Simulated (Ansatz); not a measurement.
# Ansatz run, TiTlO$_{3}$

Input file of Ansatz 0.2.0:

```yaml
crystal:
  lattice:
    - [3.9226986, 0.0, 0.0]
    - [0.0, 3.9226986, 0.0]
    - [0.0, 0.0, 4.19232713]
  atoms:
    - { symbol: Tl, position: [0.0, 0.0, 0.0] }
    - { symbol: Ti, position: [0.5, 0.5, 0.541] }
    - { symbol: O, position: [0.5, 0.5, 0.1148] }
    - { symbol: O, position: [0.5, 0.0, 0.6208] }
    - { symbol: O, position: [0.0, 0.5, 0.6208] }
  symmetry: { tolerance: 0.0003 }
kpoints:
  mp_grid: { grid: [7, 7, 6], shift: [0, 0, 0] }
  band_path:
    path:
      - [0.0, 0.0, 0.0]
      - [0.0, 0.5, 0.0]
      - [0.5, 0.5, 0.0]
      - [0.0, 0.0, 0.0]
      - [0.0, 0.0, 0.5]
      - [0.0, 0.5, 0.5]
      - [0.5, 0.5, 0.5]
      - [0.0, 0.0, 0.5]
      - [0.0, 0.5, 0.0]
      - [0.0, 0.5, 0.5]
      - [0.5, 0.5, 0.0]
    npoints: 6
magnetization:
  spin_polarized: false
scf:
  occupations: { method: gaussian, width: 0.0259 }
  lower_state_search: "off"
  max_iter: 200
hamiltonian:
  pseudopotentials: { kind: paw }
  xc: r2scan
basis:
  ecutwfc: 500
  fft_grid_basis: typed
output:
  forces: true
  stress: true
  eigenvalues: true
  bader: true
  populations: true
  elf: true
  write_potential: true
  volumetric_format: npy
  dos:
    e_range: [-12, 8]
    de: 0.05
    projected: { site_lists: { O: [O], Ti: [Ti], Tl: [Tl] } }
checkpoint:
  read: saved_state
```

The saved state is an earlier solution for the same cell, perhaps on another mesh. 

Output (shortened):

```
Pseudopotentials: kind: paw
Pseudopotential: Tl, paw, valence charge 13, recommended cutoff 500 eV (meta_gga), Tl.paw.azcp
Pseudopotential: Ti, paw, valence charge 12, recommended cutoff 500 eV (meta_gga), Ti.paw.azcp
Pseudopotential: O, paw, valence charge 6, recommended cutoff 500 eV (meta_gga), O.paw.azcp
Functional definition: r2SCAN
  exchange = r2scan_x(k0 = k0, k1 = k1, a1 = a1)
  correlation = r2scan_c
Crystal: 5 atoms, lattice volume = 64.510 Å³
Basis set: ecut = 500 eV, 1655 PW (Γ), exchange–correlation on 120×120×128 points (64 copies of the dense FFT grid, shifted against one another)
Bands: 27, of which v1, the nominal top of the filled ones, is band 22 counted from 1 (21 counted from 0)
Symmetry: 8 space group operations
Space group: P4mm (ITA 99), of the structure as read, at distance tolerance 1.2e-3 Å
k-points: 40 of 294 (time reversal used)
Initial density: read from a saved state, or passed on in memory by an earlier SCF of this step, an earlier step, the calling program or the single point that the run made first
Functional: x = r2scan, c = r2scan; τ floored in thin density (d = 2e-4 eV/Å³)
SCF iter   1: F=-15671.6242 eV  Δρ=3.52e-3  dr2=4.85e-3  dr2_τ=2.81e-3
SCF iter   2: F=-15671.6268 eV  Δρ=1.66e-3  dr2=7.95e-4  dr2_τ=3.09e-4
SCF iter   3: F=-15671.6271 eV  Δρ=8.55e-4  dr2=2.61e-4  dr2_τ=3.70e-5
SCF iter   4: F=-15671.6271 eV  Δρ=2.84e-4  dr2=4.79e-5  dr2_τ=3.97e-6
SCF iter   5: F=-15671.6271 eV  Δρ=1.02e-4  dr2=9.62e-6  dr2_τ=7.04e-7
SCF iter   6: F=-15671.6271 eV  Δρ=2.51e-5  dr2=5.47e-7  dr2_τ=4.68e-8
SCF iter   7: F=-15671.6271 eV  Δρ=7.42e-6  dr2=4.25e-8  dr2_τ=1.88e-9
Free energy (F): -15671.6271 eV
Harris-Foulkes:  -15671.6271 eV  (|F-HF|=3.70e-9)
Internal energy: -15671.6249 eV  (E = F + TS)
E sigma→0 (E₀):  -15671.6260 eV
Entropy (-TS):   -0.0023 eV (-0.456 meV/atom)
Fermi energy:    9.2436 eV
--- Per-component energies (eV) ---
  E_band       = -202.6553
  E_kinetic    = 1134.4724
  E_local      = -2662.8085  (includes V_loc(G=0)·N_el)
  E_nonlocal   = 463.3742
  E_hartree    = 998.6088
  E_xc         = -529.9107
  E_vxc        = -603.8755  (∫ρ·V_xc dr)
  E_paw        = -11729.7462  (= ΣΔE_a)
  E_vpaw       = -572.2501  (= ΣTr[D̂ρ^β])
  E_aug_tail   = 0.0031  (compensation charges beyond the density's cutoff)
  E_vtau       = 41.2101  (kinetic-family band-sum trace: ∫τ·v_τ [+ j·A + Jᵃ·Aᵃ] dr)
  E_ewald      = -3346.3084
  E_core_change = 0.6905  (= ΣΔE_core)
  E_smearing   = -0.0023  (= −TS)
--- Stress (GPa, compression-positive) ---
       -6.0397       0.0000       0.0000
        0.0000      -6.0397       0.0000
        0.0000       0.0000      -4.3835
  P = ⅓ Tr σ = -5.4876 GPa (-54.876 kbar)
--- Löwdin populations: 5 sites ---
  site symbol       q [e]
     0     Tl     12.3219
     1     Ti     10.5499
     2      O      6.6162
     3      O      6.6899
     4      O      6.6899
  spilling = 0.0031 (of n_electrons = 43.0000)
--- Bader charges: 5 sites ---
  site symbol  charge [e]  shift [e]
     0     Tl      1.1782     0.0002
     1     Ti      2.3178     0.0046
     2      O     -1.1211     0.0029
     3      O     -1.1874     0.0007
     4      O     -1.1874     0.0007
```

Origin: a known structure type with other elements, at an estimated volume, so it need not be a known compound. Caveats: many states at the Fermi level without spin polarisation, so a magnetic state may lie lower.
